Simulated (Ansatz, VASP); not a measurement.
**One calculation of Zn, two programs**

Contents of INCAR:

```
SYSTEM = Zn
PREC = Accurate
ENCUT = 600
EDIFF = 1E-6
ISMEAR = 0
SIGMA = 0.1
LREAL = .FALSE.
LASPH = .TRUE.
NELM = 100
ALGO = Normal
ISIF = 3
LWAVE = .FALSE.
LCHARG = .FALSE.
GGA = PS
IBRION = 2
NSW = 90
EDIFFG = -0.04
```

Contents of KPOINTS:

```
regular mesh
0
G
  6 6 6
  0 0 0
```

Contents of POSCAR:

```
Zn
1.0
    4.6353064685      0.0000000000      0.0000000000
   -2.3176532342      4.0142931560      0.0000000000
    0.0000000000      0.0000000000      2.8416444002
Zn
3
Direct
    0.0000000000      0.0000000000      0.0000000000
    0.3333333333      0.6666666667      0.5000000000
    0.6666666667      0.3333333333      0.5000000000
```

Input for Ansatz:

```yaml
crystal:
  lattice:
    - [4.6353064685, 0.0, 0.0]
    - [-2.3176532342, 4.014293156, 0.0]
    - [0.0, 0.0, 2.8416444002]
  atoms:
    - { symbol: Zn, position: [0.0, 0.0, 0.0] }
    - { symbol: Zn, position: [0.3333333333, 0.6666666667, 0.5] }
    - { symbol: Zn, position: [0.6666666667, 0.3333333333, 0.5] }
basis:
  ecutwfc: 420
kpoints:
  mp_grid: { grid: [6, 6, 6] }
hamiltonian:
  xc: pbesol
scf:
  occupations: { method: gaussian, width: 0.1 }
  lower_state_search: "off"
output:
  forces: true
  stress: true
  eigenvalues: true
relax:
  adjacent_minimum: "off"
  f_tol: 0.04
  max_steps: 70
  cell: { stress_tol: 0.4 }
```

Alike in both runs: task relaxation of cell and atoms; functional PBEsol; k mesh 6 × 6 × 6; occupations gaussian, width 0.1 eV; no spin polarisation.

```csv
,VASP,Ansatz
version,VASP 6.6.1,Ansatz 0.2.0
potentials or method,"VASP PAW PBE potentials, release 64 (Zn)","scalar-relativistic, plane waves, PAW"
plane-wave cutoff (eV),600,420
valence electrons in the cell,36,36
```

```csv
,VASP,Ansatz,Ansatz less VASP
"gap on the k mesh at the Fermi level, each at its own relaxed structure (eV)",none,none,-
relaxed volume (Å³/atom),14.78,14.64,-0.139
relaxed cell length with the largest relative difference (Å),4.471,4.452,-0.0188
energy change over the relaxation (meV/atom),-125,-129,-3.7
```

A gap of «none» marks a metal or a gap that the smearing closes.

Caveats: the k mesh is coarse (spacing up to 0.37 Å⁻¹), so the values aren't converged; the volume moved by over 15 % at a fixed basis, so the end points are rough; the PAW data sets were made with another functional, which shifts forces and pressure a little (VASP).
